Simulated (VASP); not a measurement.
# W2C: single point with HSE(alpha, omega)

W2C:

```
W C
1.0
     3.07005    0.00000    0.00000
    -1.53502    2.65874    0.00000
     0.00000    0.00000    4.67843
W C
2 1
Cartesian
  1.5350 0.8862 1.1868
  0.0000 1.7725 3.4917
  0.0000 0.0000 0.0000
```

The cell comes from a database or a generator and needn't be the stable form of this composition.

```
Program             : VASP 6.6.1
Task                : single point
Functional          : HSE(alpha, omega)
Potentials or basis : VASP PAW PBE potentials, release 64 (W_sv, C)
Cutoff              : 520 eV
k mesh              : 5 × 5 × 3
Occupations         : fermi-dirac, width 0.05 eV
Spin                : no spin polarisation
```

| Quantity | Value |
| --- | --- |
| Pressure | -6.5 GPa |
| Largest force | 0.543 eV/Å |
| Band gap on the k mesh | none (metal or under the smearing width) |

Forces on the atoms (eV/Å):
```
W    0.000  0.000 -0.543
W    0.000  0.000  0.543
C    0.000  0.000  0.000
```

Stress tensor (GPa, compression positive):
```
-7.04  0.00  0.00
 0.00 -7.04  0.00
 0.00  0.00 -5.32
```

Levels at points of the mesh, in eV from the Fermi level:
| k point | band 13 | band 14 | band 15 | band 16 | band 17 | band 18 | band 19 | band 20 |
| --- | --- | --- | --- | --- | --- | --- | --- | --- |
| (0.00, 0.00, 0.00) | -4.43 | -1.61 | -1.48 | -1.48 | -1.12 | -1.12 | 0.75 | 0.75 |

Run time: 12 min on 1 thread of Intel(R) Xeon(R) Platinum 8488C (Sapphire Rapids), with other jobs on the host, peak memory 0.26 GiB.

Caveat: the k mesh is coarse (spacing up to 0.47 Å⁻¹), so the values aren't converged, least of all with exact exchange; the PAW data sets were made with another functional, which shifts forces and pressure a little. Spin-orbit coupling is left out, which matters for the levels of W.
